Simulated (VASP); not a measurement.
# SnTe (Fm-3m) in VASP: notebook

The runs below take SnTe through band structure, equation of state, with PBE0, PBE+D3(BJ).

Program: VASP 6.6.1. These are calculated values, not measurements. Logs are shortened: lines on timing, memory, paths and dates and some standing lists are left out, and cuts for length are marked.

**The experiment to reproduce.**

From a printed reference work, textbook, for a bulk crystal of SnTe at 300 K: band gap 0.18 eV (direct).

How close the calculation comes is told below.

## Step 1: The crystal as given

It takes space group Fm-3m (No. 225, cubic). The conventional cell has a = 6.302 Å, b = 6.302 Å, c = 6.302 Å, α = 90.00°, β = 90.00°, γ = 90.00°. Around Te (site symmetry m-3m) lie 6 Sn at 3.15 Å. Sn (site symmetry m-3m) has 6 Te at 3.15 Å as nearest neighbours.

## Step 2: Band structure, PBE0

The input, POSCAR:

```
SnTe
1.0
    0.0000000000      3.1508500000      3.1508500000
    3.1508500000      0.0000000000      3.1508500000
    3.1508500000      3.1508500000      0.0000000000
Te Sn
1 1
Direct
    0.5000000000      0.5000000000      0.5000000000
    0.0000000000      0.0000000000      0.0000000000
```

The input, INCAR.step1:

```
SYSTEM = SnTe
PREC = Accurate ; ENCUT = 520
EDIFF = 1E-5 ; ISMEAR = 0
SIGMA = 0.02 ; LREAL = .FALSE.
LASPH = .TRUE. ; NELM = 100
ALGO = Normal ; ISIF = 2
LWAVE = .TRUE. ; LCHARG = .FALSE.
NBANDS = 17 ; GGA = PE
KPAR = 4
```

The input, INCAR.step2:

```
SYSTEM = SnTe
PREC = Accurate ; ENCUT = 520
EDIFF = 1E-6 ; ISMEAR = 0
SIGMA = 0.02 ; LREAL = .FALSE.
LASPH = .TRUE. ; NELM = 100
ALGO = Normal ; ISIF = 2
LWAVE = .FALSE. ; LCHARG = .FALSE.
GGA = PE ; LHFCALC = .TRUE.
AEXX = 0.25 ; PRECFOCK = Fast
HFRCUT = -1 ; NBANDS = 17
ISTART = 1 ; KPAR = 4
```

The input, KPOINTS:

```
Automatic mesh
0
G
  6 6 6
  0 0 0
```

The input, KPOINTS_OPT:

```
path GXWKGLUWLK,UX
10
line-mode
reciprocal
 0.0000000000  0.0000000000  0.0000000000  G
 0.5000000000  0.0000000000  0.5000000000  X

 0.5000000000  0.0000000000  0.5000000000  X
 0.5000000000  0.2500000000  0.7500000000  W

 0.5000000000  0.2500000000  0.7500000000  W
 0.3750000000  0.3750000000  0.7500000000  K

 0.3750000000  0.3750000000  0.7500000000  K
 0.0000000000  0.0000000000  0.0000000000  G

 0.0000000000  0.0000000000  0.0000000000  G
 0.5000000000  0.5000000000  0.5000000000  L

 0.5000000000  0.5000000000  0.5000000000  L
 0.6250000000  0.2500000000  0.6250000000  U

 0.6250000000  0.2500000000  0.6250000000  U
 0.5000000000  0.2500000000  0.7500000000  W

 0.5000000000  0.2500000000  0.7500000000  W
 0.5000000000  0.5000000000  0.5000000000  L

 0.5000000000  0.5000000000  0.5000000000  L
 0.3750000000  0.3750000000  0.7500000000  K

 0.6250000000  0.2500000000  0.6250000000  U
 0.5000000000  0.0000000000  0.5000000000  X
```

Potentials or basis: VASP PAW PBE potentials, release 64 (Te, Sn_d).

The run is started by

```sh
cat potpaw_PBE.64/Te/POTCAR potpaw_PBE.64/Sn_d/POTCAR > POTCAR
cp INCAR.step1 INCAR
mpirun -np 4 vasp_std > vasp.out
cp INCAR.step2 INCAR
mpirun -np 4 vasp_std > vasp.out
```

OUTCAR:

```text
SYSTEM = SnTe
   PREC = Accurate
   ENCUT = 520
   EDIFF = 1E-6
   ISMEAR = 0
   LREAL = .FALSE.
   LASPH = .TRUE.
   NELM = 100
   ISIF = 2
   GGA = PE
   LHFCALC = .TRUE.
   AEXX = 0.25
   PRECFOCK = Fast
   ISTART = 1

 ion  position               nearest neighbor table
   1  0.500  0.500  0.500-   2 3.15   2 3.15   2 3.15   2 3.15   2 3.15   2 3.15
   2  0.000  0.000  0.000-   1 3.15   1 3.15   1 3.15   1 3.15   1 3.15   1 3.15

  LATTYP: Found a face centered cubic cell.
 ALAT       =     6.3017000000

  Lattice vectors:

 A1 = (   0.0000000000,   3.1508500000,   3.1508500000)
 A2 = (   3.1508500000,   0.0000000000,   3.1508500000)
 A3 = (   3.1508500000,   3.1508500000,   0.0000000000)

Analysis of symmetry for initial positions (statically):
=====================================================================
 Subroutine PRICEL returns:
 Original cell was already a primitive cell.

 Routine SETGRP: Setting up the symmetry group for a
 face centered cubic supercell.

 Subroutine GETGRP returns: Found 48 space group operations
 (whereof 48 operations were pure point group operations)
 out of a pool of 48 trial point group operations.

The static configuration has the point symmetry O_h .

Analysis of symmetry for dynamics (positions and initial velocities):
=====================================================================
 Subroutine PRICEL returns:
 Original cell was already a primitive cell.

 Routine SETGRP: Setting up the symmetry group for a
 face centered cubic supercell.

 Subroutine GETGRP returns: Found 48 space group operations
 (whereof 48 operations were pure point group operations)
 out of a pool of 48 trial point group operations.

The dynamic configuration has the point symmetry O_h .

 Subroutine INISYM returns: Found 48 space group operations
 (whereof 48 operations are pure point group operations),
 and found     1 'primitive' translations

----------------------------------------------------------------------------------------

                                     Primitive cell

  volume of cell :      62.5624

  direct lattice vectors                    reciprocal lattice vectors
     0.000000000  3.150850000  3.150850000    -0.158687338  0.158687338  0.158687338
     3.150850000  0.000000000  3.150850000     0.158687338 -0.158687338  0.158687338
     3.150850000  3.150850000  0.000000000     0.158687338  0.158687338 -0.158687338

  length of vectors
     4.455974803  4.455974803  4.455974803     0.274854533  0.274854533  0.274854533

  position of ions in fractional coordinates (direct lattice)
     0.500000000  0.500000000  0.500000000
     0.000000000  0.000000000  0.000000000

  ion indices of the primitive-cell ions
   primitive index   ion index
                 1           1
                 2           2

----------------------------------------------------------------------------------------

 KPOINTS: Automatic mesh

Automatic generation of k-mesh.
 Grid dimensions read from file:
 generate k-points for:    6    6    6

 Generating k-lattice:

  Cartesian coordinates                     Fractional coordinates (reciprocal lattice)
    -0.026447890  0.026447890  0.026447890     0.166666667  0.000000000  0.000000000
     0.026447890 -0.026447890  0.026447890     0.000000000  0.166666667  0.000000000
     0.026447890  0.026447890 -0.026447890     0.000000000  0.000000000  0.166666667

  Length of vectors
     0.045809089  0.045809089  0.045809089

  Shift w.r.t. Gamma in fractional coordinates (k-lattice)
     0.000000000  0.000000000  0.000000000

 Subroutine IBZKPT returns following result:
 ===========================================

 Found     16 irreducible k-points:

 Following reciprocal coordinates:
            Coordinates               Weight
  0.000000  0.000000  0.000000      1.000000
  0.166667  0.000000  0.000000      8.000000
  0.333333  0.000000  0.000000      8.000000
  0.500000  0.000000  0.000000      4.000000
  0.166667  0.166667  0.000000      6.000000
  0.333333  0.166667  0.000000     24.000000
[... 49 lines left out ...]
      3     -17.8723      2.00000
      4     -17.8684      2.00000
      5     -17.8684      2.00000
      6      -6.8864      2.00000
[... 9 lines left out ...]
     16      14.6145      0.00000
     17      18.7081      0.00000

 k-point     4 :       0.5000    0.0000    0.0000
  band No.  band energies     occupation
      1     -17.8926      2.00000
      2     -17.8926      2.00000
      3     -17.8720      2.00000
      4     -17.8665      2.00000
      5     -17.8665      2.00000
      6      -6.3646      2.00000
[... 9 lines left out ...]
     16      16.7621      0.00000
     17      16.7621      0.00000

 k-point     5 :       0.1667    0.1667    0.0000
  band No.  band energies     occupation
      1     -17.8909      2.00000
      2     -17.8850      2.00000
      3     -17.8744      2.00000
      4     -17.8707      2.00000
      5     -17.8707      2.00000
      6      -7.4852      2.00000
[... 9 lines left out ...]
     16      13.9323      0.00000
     17      14.9312      0.00000

 k-point     6 :       0.3333    0.1667    0.0000
  band No.  band energies     occupation
      1     -17.8947      2.00000
      2     -17.8863      2.00000
      3     -17.8738      2.00000
      4     -17.8684      2.00000
      5     -17.8675      2.00000
      6      -6.9371      2.00000
[... 9 lines left out ...]
     16      15.5162      0.00000
     17      17.0245      0.00000
[... 121 lines left out ...]
 k-point    13 :       0.5000    0.5000    0.0000
  band No.  band energies     occupation
      1     -17.9056      2.00000
      2     -17.8815      2.00000
      3     -17.8772      2.00000
      4     -17.8626      2.00000
      5     -17.8626      2.00000
      6      -6.0192      2.00000
[... 9 lines left out ...]
     16      18.5520      0.00000
     17      18.9399      0.00000

 k-point    14 :       0.5000    0.3333    0.1667
  band No.  band energies     occupation
      1     -17.8975      2.00000
      2     -17.8869      2.00000
      3     -17.8732      2.00000
      4     -17.8670      2.00000
      5     -17.8653      2.00000
      6      -6.3931      2.00000
[... 9 lines left out ...]
     16      16.2519      0.00000
     17      16.9268      0.00000

 k-point    15 :      -0.3333    0.3333    0.1667
  band No.  band energies     occupation
      1     -17.8978      2.00000
      2     -17.8885      2.00000
      3     -17.8702      2.00000
      4     -17.8692      2.00000
      5     -17.8640      2.00000
      6      -6.0393      2.00000
[... 9 lines left out ...]
     16      17.8388      0.00000
     17      17.9419      0.00000

 k-point    16 :      -0.3333    0.5000    0.1667
  band No.  band energies     occupation
      1     -17.9015      2.00000
      2     -17.8854      2.00000
      3     -17.8737      2.00000
      4     -17.8661      2.00000
      5     -17.8625      2.00000
      6      -5.9407      2.00000
[... 9 lines left out ...]
     16      18.0090      0.00000
     17      19.2547      0.00000

------------------------ aborting loop because EDIFF is reached ----------------------------------------

  FORCE on cell =-STRESS in cart. coord.  units (eV):
  Direction    XX          YY          ZZ          XY          YZ          ZX
  --------------------------------------------------------------------------------------
  -------------------------------------------------------------------------------------
  Total        0.3519704      0.3519704      0.3519704     -0.0000000      0.0000000     -0.0000000
  in kB        9.0137098      9.0137098      9.0137098     -0.0000000      0.0000000     -0.0000000
  external PRESSURE =       9.0137098 kB  Pullay stress =       0.0000000 kB

 VOLUME and BASIS-vectors are now :
 -----------------------------------------------------------------------------
  energy-cutoff  :      520.00
  volume of cell :       62.56
      direct lattice vectors                 reciprocal lattice vectors
     0.000000000  3.150850000  3.150850000    -0.158687338  0.158687338  0.158687338
     3.150850000  0.000000000  3.150850000     0.158687338 -0.158687338  0.158687338
     3.150850000  3.150850000  0.000000000     0.158687338  0.158687338 -0.158687338

 POSITION                                       TOTAL-FORCE (eV/Angst)
 -----------------------------------------------------------------------------------
      3.15085      3.15085      3.15085         0.000000      0.000000      0.000000
      0.00000      0.00000      0.00000        -0.000000      0.000000     -0.000000
 -----------------------------------------------------------------------------------
    total drift:                               -0.000001     -0.000002     -0.000003

  FREE ENERGIE OF THE ION-ELECTRON SYSTEM (eV)
  ---------------------------------------------------
  free  energy   TOTEN  =        -9.9707804856 eV

  energy  without entropy=       -9.9707804856  energy(sigma->0) =       -9.97078049
```

Run time: 51 min. Hardware: 4 MPI ranks of Intel Xeon Platinum 8488C (Sapphire Rapids), shared host; peak memory 0.32 GiB.

What came out:

| Property | Result |
| --- | --- |
| Free energy | -9.9708 eV |
| Pressure | 0.9 GPa |
| Band gap on the k mesh | 0.20 eV, direct |
| Band gap along the path | 0.20 eV, direct |

Levels at the corners of the path, in eV from the valence-band top:
```csv
point,band 6,band 7,band 8,band 9,band 10,band 11,band 12,band 13,band 14,band 15
Γ,-14.74,-5.52,-2.95,-2.95,-2.95,4.21,4.21,4.21,5.45,5.45
X,-12.93,-7.64,-6.85,-4.75,-4.75,2.68,5.94,5.94,7.54,9.99
X,-12.93,-7.64,-6.85,-4.75,-4.75,2.68,5.94,5.94,7.54,9.99
W,-12.82,-8.71,-5.99,-5.99,-1.36,1.31,5.40,5.40,7.11,7.11
W,-12.82,-8.71,-5.99,-5.99,-1.36,1.31,5.40,5.40,7.11,7.11
K,-12.88,-8.78,-6.41,-4.18,-3.47,3.74,3.76,4.94,6.58,9.08
K,-12.88,-8.78,-6.41,-4.18,-3.47,3.74,3.76,4.94,6.58,9.08
Γ,-14.74,-5.52,-2.95,-2.95,-2.95,4.21,4.21,4.21,5.45,5.45
Γ,-14.74,-5.52,-2.95,-2.95,-2.95,4.21,4.21,4.21,5.45,5.45
L,-13.27,-9.85,-2.55,-2.55,0.00,0.20,0.75,0.75,8.73,9.75
L,-13.27,-9.85,-2.55,-2.55,0.00,0.20,0.75,0.75,8.73,9.75
U,-12.88,-8.78,-6.41,-4.18,-3.47,3.74,3.76,4.94,6.58,9.08
U,-12.88,-8.78,-6.41,-4.18,-3.47,3.74,3.76,4.94,6.58,9.08
W,-12.82,-8.71,-5.99,-5.99,-1.36,1.31,5.40,5.40,7.11,7.11
W,-12.82,-8.71,-5.99,-5.99,-1.36,1.31,5.40,5.40,7.11,7.11
L,-13.27,-9.85,-2.55,-2.55,0.00,0.20,0.75,0.75,8.73,9.75
L,-13.27,-9.85,-2.55,-2.55,0.00,0.20,0.75,0.75,8.73,9.75
K,-12.88,-8.78,-6.41,-4.18,-3.47,3.74,3.76,4.94,6.58,9.08
U,-12.88,-8.78,-6.41,-4.18,-3.47,3.74,3.76,4.94,6.58,9.08
X,-12.93,-7.64,-6.85,-4.75,-4.75,2.68,5.94,5.94,7.54,9.99
```

Caveat: the PAW data sets were made with another functional, which shifts forces and pressure a little; spin-orbit coupling is left out, which moves the levels of the heavy elements.

## Step 3: Equation of state, PBE+D3(BJ), 30.08 Å³/atom (a relaxed cell with its volume scaled by 0.96)

The input, INCAR:

```
  PREC = Accurate
  ENCUT = 520
  EDIFF = 1E-6
  ISMEAR = 0
  SIGMA = 0.02
  LREAL = False
  LASPH = True
  NELM = 80
  ALGO = Fast
  ISIF = 2
  LWAVE = False
  LCHARG = False
  GGA = PE
  IVDW = 12
```

The input, KPOINTS:

```
Automatic mesh
0
Gamma
  6 6 6
```

The input, POSCAR:

```
SnTe                                    
1.0
    0.0000000000      3.1100643981      3.1100643981
    3.1100643981      0.0000000000      3.1100643981
    3.1100643981      3.1100643981     -0.0000000000
  Te              Sn            
     1     1
Direct
     0.5000000000000000    0.5000000000000000    0.5000000000000000
     1.0000000000000000    1.0000000000000000    1.0000000000000000
```

Potentials or basis: VASP PAW PBE potentials, release 64 (Te, Sn_d).

The run is started by

```sh
cat potpaw_PBE.64/Te/POTCAR potpaw_PBE.64/Sn_d/POTCAR > POTCAR
mpirun -np 1 vasp_std > vasp.out
```

Wall time 12 s (1 thread of AMD EPYC 9R45 (Zen 5), shared host); peak memory 0.18 GiB.

Results (log left out):

* Free energy: -8.3281 eV
* Pressure: 2.1 GPa
* Band gap on the k mesh: 0.22 eV, direct
* Dispersion energy per atom: -0.417 eV

Caveat: spin-orbit coupling is left out, which moves the levels of the heavy elements.

(Part 1 of 2 ends here.)
